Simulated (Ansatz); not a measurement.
The system is HfB2.

```
CELL_PARAMETERS angstrom
3.14000 0.00000 0.00000
-1.57000 2.71932 0.00000
0.00000 0.00000 3.48000
ATOMIC_POSITIONS crystal
Hf 0.01327 0.00726 0.01065
B 0.68441 0.36544 0.50394
B 0.34186 0.67434 0.50516
```

The cell isn't the ideal one: atoms moved at random, drawn with an rms of 0.05 Å.

| Property | Result |
| --- | --- |
| Program | Ansatz 0.2.0 |
| Task | relaxation of cell and atoms |
| Functional | PBEsol |
| Dispersion | D4 |
| Potentials or basis | Ansatz PAW |
| Cutoff | 420 eV (not typed: the program's choice for these potentials) |
| k mesh | 10 × 10 × 8 |
| Occupations | gaussian, width 0.1 eV |
| Spin | no spin polarisation |

At the start: volume 9.90 Å³/atom.

Where does the relaxation end?

It ends after 7 steps and the volume is 9.61 Å³/atom (-3.0 %); space group P6/mmm (No. 191, to 0.05 Å).

Step by step:
```csv
step,energy change (eV),largest force (eV/Å),volume (Å³)
1,0.0000,1.0887,29.71
2,-0.0341,0.5158,28.40
3,-0.0647,0.0181,28.77
4,-0.0655,0.0006,28.82
5,-0.0646,0.0006,28.82
6,-0.0646,0.0001,28.82
7,-0.0646,0.0001,28.82
```

Final structure:
```
Hf B
1.0
     3.11603    0.00000    0.00000
    -1.55801    2.69856    0.00000
     0.00000    0.00000    3.42710
Hf B
1 2
Direct
  0.01318 0.01568 0.00659
  0.67985 0.34902 0.50659
  0.34652 0.68235 0.50659
```

Caveat: the plane-wave basis is chosen anew once the cell has moved, so the energies of steps on either side of that aren't comparable; the PAW data sets come from PBE, with cores solved anew for the run's functional, which leaves a small shift of forces and pressure.
